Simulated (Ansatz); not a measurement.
**Structure search for ZnS7**

Computed with DFT PBE, scalar-relativistic, plane waves, PAW in Ansatz. All cells share a 420 eV cutoff and Γ-centred k meshes spaced at most about 0.3 Å⁻¹ (about 0.25 or finer for metals, 2π included). No spin polarisation.

Energies over the elements count from the elements' standard structures at the same level, with no fitted energy shifts.

These are static total energies at zero pressure. Only the structures computed here compete, so a lower one can exist. No dispersion correction is applied, so the spacing and binding between layers, chains or molecules are poorly described (P2, R3m, P4mm), and this can change margins and order among such cells. Kohn–Sham gaps at this level usually fall short of measured ones. The reference form of S is held partly by dispersion forces, which this level lacks.

Invented guesses were relaxed alike, and ends that match in structure were merged. ΔE counts from the first row. Coordination counts S atoms around Zn (those within 1.25 times the shortest such distance or 1.15 times the sum of covalent radii; a plus sign parts nearer from farther groups). The ends were matched against large subsets of the Crystallography Open Database and the Materials Project, so a missing match doesn't prove that a structure is unreported.

```json
{"#": "1", "reached from": "a cell proposed by chemical analogy", "type and space group": "P2 (No. 3)", "atoms": "8", "Å³/atom": "35.0", "coordination": "Zn 2", "ΔE (meV/atom)": "0", "gap on mesh (eV)": "1.82", "in databases": "no match"}
{"#": "2", "reached from": "a cell proposed by chemical analogy", "type and space group": "R3m (No. 160)", "atoms": "8", "Å³/atom": "26.6", "coordination": "Zn 1+3", "ΔE (meV/atom)": "182", "gap on mesh (eV)": "0.69", "in databases": "no match"}
{"#": "3", "reached from": "random cell", "type and space group": "P4mm (No. 99)", "atoms": "8", "Å³/atom": "24.6", "coordination": "Zn 4", "ΔE (meV/atom)": "282", "gap on mesh (eV)": "0.00", "in databases": "no match"}
```

The lowest: Space group P2 (No. 3), monoclinic, a = 4.508 Å, b = 5.421 Å, c = 11.506 Å, β = 95.9°. Zn is surrounded by 2 S at 2.19 Å; S on a site of symmetry 1 has 2 S at 2.05–2.09 Å; S on a second site of symmetry 1 is surrounded by 2 S at 2.05–2.08 Å; around S on a third site of symmetry 1 lie 1 S at 2.09 Å and 1 Zn at 2.19 Å; S on a site of symmetry 2 has 2 S at 2.08 Å. Its energy over the elements is −0.026 eV/atom. The formation energy is too near zero to say whether this cell lies below the elements. An observed structure of this formula, if there is one, may be missing.

```cif
data_structure
_symmetry_space_group_name_H-M 'P2'
_symmetry_Int_Tables_number 3
_cell_length_a 4.5082
_cell_length_b 5.4212
_cell_length_c 11.5064
_cell_angle_alpha 90.000
_cell_angle_beta 95.876
_cell_angle_gamma 90.000
_cell_volume 279.73
loop_
_atom_site_label
_atom_site_type_symbol
_atom_site_symmetry_multiplicity
_atom_site_Wyckoff_symbol
_atom_site_fract_x
_atom_site_fract_y
_atom_site_fract_z
_atom_site_occupancy
Zn1 Zn 1 a 0.00000 0.77420 0.00000 1
S1 S 2 e 0.88341 0.54448 0.26462 1
S2 S 2 e 0.19678 0.71149 0.38046 1
S3 S 2 e 0.70377 0.79791 0.13913 1
S4 S 1 b 0.00000 0.93007 0.50000 1
```

The second: Space group R3m (No. 160), trigonal, a = 9.149 Å, c = 8.799 Å. Zn has 1 S at 2.13 Å and 3 S at 2.66 Å; S on a site of symmetry m has 2 S at 2.11 Å and 1 Zn at 2.66 Å; around S on a second site of symmetry m lie 2 S at 2.11 Å; S on a site of symmetry 3m has 1 Zn at 2.13 Å. Counting S atoms around Zn, the first has Zn 2 and the second has Zn 1+3. The first and the second both hold S–S units of three or more atoms. Cells relaxed within their symmetry can be saddle points.

```yaml
crystal:
  lattice:
    - [4.57475, 2.64123, 2.93312]
    - [-4.57475, 2.64123, 2.93312]
    - [0.00000, -5.28247, 2.93312]
  atoms:
    - { symbol: Zn, position: [0.72622, 0.72622, 0.72622] }
    - { symbol: S, position: [0.82257, 0.82257, 0.17671] }
    - { symbol: S, position: [0.16272, 0.78747, 0.16272] }
    - { symbol: S, position: [0.17671, 0.82257, 0.82257] }
    - { symbol: S, position: [0.16272, 0.16272, 0.78747] }
    - { symbol: S, position: [0.82257, 0.17671, 0.82257] }
    - { symbol: S, position: [0.78747, 0.16272, 0.16272] }
    - { symbol: S, position: [0.48404, 0.48404, 0.48404] }
```

Some types were kept out of the candidates beforehand, so the set may lack a known form.
